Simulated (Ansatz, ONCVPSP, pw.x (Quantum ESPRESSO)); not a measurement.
Which W potential is closest to all-electron in the fcc crystal?

All use PBE, scalar-relativistic, no spin, cutoffs from each file’s atomic test, pw.x 7.5; 14³ k-points, Fermi–Dirac smearing 0.01 Ry. Δ is the rms difference from all-electron LAPW of the E(V) curves that follow from fits to the pressures, over ±6 % in volume. Mesh and smearing are coarse and serve the comparison alone. The files are a selection: those with a ghost or negative overlap were mostly not run, and those with noisy or unconverged pressures or nearly equal Δ are left out.

All-electron: a0 = 4.039 Å (V0 = 16.47 Å³/atom), B0 = 280.9 GPa.

Task: Rank them by Δ, smallest first.
A. optimised norm-conserving Vanderbilt (ONCV), ONCVPSP 4.0.1.1 (patched build), PBE; core [Kr] 4d10 4f14, reference 5s2 5p6 5d4 6s2; waves: 5s+6s: rc 1.65 bohr, ncon 5, nbas 8, qcut 5.8 1/bohr, 2 projectors; 5p: rc 1.50 bohr, ncon 4, nbas 7, qcut 9.2 1/bohr, 2 projectors, debl 1 Ha; 5d: rc 2.85 bohr, ncon 3, nbas 7, qcut 4.3 1/bohr, 1 projector; local part: polynomial inside 1.25 bohr (lpopt 3, dvloc0 0 Ha); core correction: Teter function fitted to the true core (icmod 2), fcfact 0.35. In the p channel the program set the typed energies aside and used -1.588, 0.250 Ha.
B. optimised norm-conserving Vanderbilt (ONCV), ONCVPSP 4.0.1.1 (patched build), PBE; core [Xe] 4f14, reference 5d4 6s2; waves: 6s: rc 2.75 bohr, ncon 4, nbas 9, qcut 2.1 1/bohr, 2 projectors, debl 3.7 Ha; p scattering state at 0.42 Ha: rc 2.90 bohr, ncon 4, nbas 9, qcut 2.7 1/bohr, 2 projectors, debl 2.7 Ha; 5d: rc 2.75 bohr, ncon 5, nbas 10, qcut 6.1 1/bohr, 2 projectors, debl 1.2 Ha; local part: polynomial inside 2.40 bohr (lpopt 5, dvloc0 2 Ha); core correction: none. In the p channel the program set the typed energies aside and used 0.050, 2.750 Ha.
C. optimised norm-conserving Vanderbilt (ONCV), ONCVPSP 4.0.1.1 (patched build), PBE; core [Kr] 4d10 4f14, reference 5s2 5p6 5d4 6s2; waves: 5s+6s: rc 1.35 bohr, ncon 4, nbas 9, qcut 7.6 1/bohr, 2 projectors; 5p: rc 1.85 bohr, ncon 4, nbas 8, qcut 8 1/bohr, 3 projectors, debl 1.6 Ha; 5d: rc 2.20 bohr, ncon 4, nbas 8, qcut 8.3 1/bohr, 2 projectors, debl 3 Ha; local part: polynomial inside 1.00 bohr (lpopt 3, dvloc0 4 Ha); core correction: polynomial model core, fcfact 0.4.

Result: A (5.5 meV/atom), B (8.1 meV/atom), C (11.8 meV/atom).
